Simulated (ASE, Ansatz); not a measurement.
# Localised basis functions on Pnnm (COD entry) AlH3, size series (864 atoms), part 2 of 2

Wanted: errors and times of a linear-scaling basis for Pnnm (COD entry) AlH3, size series (864 atoms). A setting counts as converged where the r.m.s. difference of forces stays under 1 % of the r.m.s. force.

Ansatz 0.2.0; Kohn-Sham DFT, PBE, PAW (set soft_2), plane waves.

The cell: 216 Al and 648 H. Only the Γ point is sampled, in a cell whose shortest periodic width is 17 Å.

So far. Step 3 (Support functions medium): Forces differ from the reference by 0.8 meV/Å r.m.s., 0.22 % of their size, well within a tolerance of 1 %; the energy by -1.8 meV/atom. The two runs also began from different starting densities, which bears on cycles and time. Step 4 (Truncated density matrix): Forces differ from the reference by 0.83 meV/Å r.m.s., 0.23 % of their size, well within a tolerance of 1 %; the energy by -1.8 meV/atom.

## 6. What the reference run shows (continued)

Löwdin charges by element (they lack the spilled electrons, 0.018 e an atom on average):

```csv
element,coordination,atoms,mean charge (e),spread,least,most
Al,all,216,0.700,0.0018,0.697,0.701
H,all,648,-0.209,0.0314,-0.265,-0.185
```

States in the cell by windows of 1 eV, zero at the Fermi level; some projections on atomic orbitals stand beside the total:

```csv
from (eV),to (eV),total,H s,Al p,Al s
-10,-9,0.0,0.0,0.0,0.0
-9,-8,54.5,27.9,7.1,18.6
-8,-7,89.3,42.3,16.9,29.0
-7,-6,88.1,43.1,21.5,22.5
-6,-5,122.9,60.7,33.5,27.3
-5,-4,92.9,48.9,27.7,15.3
-4,-3,238.6,125.8,101.6,8.5
-3,-2,186.0,115.2,63.8,5.3
-2,-1,252.9,176.2,63.5,10.2
-1,0,167.4,140.2,20.9,3.6
0,1,3.3,3.1,0.1,0.0
1,2,0.0,0.0,0.0,0.0
2,3,0.8,0.1,0.2,0.5
3,4,115.2,15.2,31.6,61.4
4,5,147.9,17.6,55.4,50.5
```

With fixed occupations the program's Fermi level is the highest filled level; weight inside the gap is the broadening of levels at its edges.

Not all projections were asked for or kept, so they needn't add up to the total.

The levels nearest the highest filled one (over half full), pooled over k-points and spins:

```csv
level less the highest filled one (eV),occupation
-0.0367,2
-0.0367,2
0,2
0,2
0,2
0,2
3.11,0
3.11,0
3.14,0
3.14,0
3.28,0
3.28,0
```

Mean Löwdin charges: Al +0.70, H -0.21 e (they miss 1.2 % of the electrons, so they add up to more than the cell's charge). The largest share in the top eV of filled states is H s (85 % of the projected weight), and in the lowest eV of empty states Al s (57 % of the projected weight).

## 7. Structure statistics

These statistics describe the geometry on which the runs were made.

Density 1.31 g/cm³, 9.523 Å³ an atom.

g(r), total and by pair (bins of 0.1 Å):

```csv
r (Å),total,H-H,H-Al,Al-Al
1.55,0.00,0.00,0.00,0.00
1.65,2.70,0.00,7.20,0.00
1.75,4.86,0.00,13.00,0.00
1.85,0.00,0.00,0.00,0.00
1.95,0.00,0.00,0.00,0.00
2.05,0.00,0.00,0.00,0.00
2.15,0.83,1.47,0.00,0.00
2.25,0.51,0.91,0.00,0.00
2.35,1.38,2.46,0.00,0.00
2.45,2.51,4.46,0.00,0.00
2.55,2.32,4.12,0.00,0.00
2.65,0.18,0.00,0.00,2.93
2.75,0.34,0.60,0.00,0.00
2.85,0.32,0.56,0.00,0.00
2.95,0.57,1.01,0.00,0.00
3.05,1.08,0.97,1.42,0.00
3.15,0.50,0.00,0.00,8.02
3.25,0.49,0.00,1.30,0.00
3.35,0.56,0.80,0.00,1.83
3.45,0.63,0.00,1.12,3.45
3.55,1.30,1.61,1.05,0.00
3.65,0.94,0.00,2.49,0.00
3.75,2.87,2.85,3.37,0.00
3.85,1.19,0.60,2.27,0.00
3.95,1.93,1.71,2.60,0.00
4.05,0.92,1.10,0.81,0.00
4.15,0.29,0.00,0.78,0.00
4.25,0.62,0.61,0.74,0.00
4.35,1.60,2.38,0.70,0.00
4.45,0.00,0.00,0.00,0.00
4.55,0.73,1.08,0.00,1.93
4.65,2.09,2.48,0.62,7.48
4.75,0.40,0.50,0.30,0.00
4.85,1.39,0.57,2.86,0.00
4.95,0.72,0.73,0.54,1.67
5.05,0.20,0.35,0.00,0.00
5.15,1.28,1.26,1.02,3.02
5.25,1.10,1.63,0.48,0.00
5.35,2.02,2.10,1.42,4.90
5.45,0.51,0.90,0.00,0.00
5.55,0.54,0.36,0.88,0.00
5.65,0.79,0.56,1.27,0.00
5.75,1.56,1.49,1.43,3.03
5.85,0.74,0.66,0.98,0.00
```

Bonds by pair of elements; cutoffs follow the first minimum of g(r), held within bounds set by covalent radii, and pairs that aren't listed don't count as bonded:

```csv
pair A-B,cutoff (Å),bonds,mean length (Å),spread (Å),shortest (Å),B about A,A about B
H-Al,2.17,1296,1.74,0.053,1.67,2,6
```

How many atoms have how many bonded neighbours:

```csv
element,mean,2,6
Al,6,0,216
H,2,648,0
```

First main peaks of g(r), for some of the pairs, lie near 1.73 Å (H-Al). By these cutoffs all Al atoms have 6 and all H atoms have 2 bonded neighbours.

Local excerpt of 11 atoms (numbers count through the whole input) about H17, which bears the longest force; x, y, z are measured from there.

```csv
atom,x,y,z,distance (Å),bonds,Löwdin charge (e),Fx,Fy,Fz (eV/Å)
H17,0.00,0.00,0.00,0.00,2,-0.19,0.06,0.75,0.00
Al651,-1.65,-0.33,0.00,1.68,6,0.70,-0.59,-0.06,0.00
Al148,0.64,-1.58,0.00,1.71,6,0.70,0.59,0.06,0.00
H810,-1.01,-1.92,0.00,2.16,2,-0.19,-0.06,-0.75,0.00
H8,2.19,-0.96,0.00,2.39,2,-0.26,0.00,0.00,0.00
H205,0.78,-1.53,-1.78,2.47,2,-0.19,-0.59,0.17,0.25
H154,0.78,-1.53,1.78,2.47,2,-0.19,-0.59,0.17,-0.25
H657,-1.78,-0.39,1.78,2.55,2,-0.19,0.59,-0.17,-0.25
H710,-1.78,-0.39,-1.78,2.55,2,-0.19,0.59,-0.17,0.25
H12,0.91,2.15,1.10,2.58,2,-0.19,0.59,0.17,0.25
H63,0.91,2.15,-1.10,2.58,2,-0.19,0.59,0.17,-0.25
```

The column of bonds counts only the pairs H-Al within 2.17 Å; other neighbours, such as metal atoms beside each other in a compound, aren't counted, and periodic images can show an atom twice.

## 8. What came out

```yaml
free_energy_per_atom: -146.2424 eV/atom
density: 1.308 g/cm³
pressure: 0.1816 GPa
r_m_s_force_component: 0.361 eV/Å
spacing_of_highest_filled_and_lowest_empty_level: 3.11 eV
wall_time_of_the_3_dft_runs: 17 s
```

Against plane waves at 420 eV, the forces differ by 0.8 meV/Å (0.22 %) with support functions medium. Differences between support functions and plane waves include what basis error the plane-wave run still has.

The highest filled and lowest empty levels differ by 3.11 eV at Γ alone; the mesh holds the band edges only if they fold onto it, so the gap at this level can be narrower or closed, while semilocal functionals tend to narrow gaps against experiment. With the cutoffs above, all Al atoms have 6 and all H atoms have 2 bonded neighbours.

What to keep in mind: The geometry starts from published positions and isn't relaxed at this level: its force components are 0.36 eV/Å r.m.s. The stress is far from hydrostatic: its diagonal is -1.1, 4.2, -2.5 GPa, compression counted positive.

[Logs are printed without paths, hosts, clocks, repeated set-up lines and the standing remarks that a program may print on its own settings, such as how far it seeks lower states.]

[Hosts, paths, dates, database ids (printed as entryN), source tags and the programs' standing remarks are cut or masked in the printed files.]
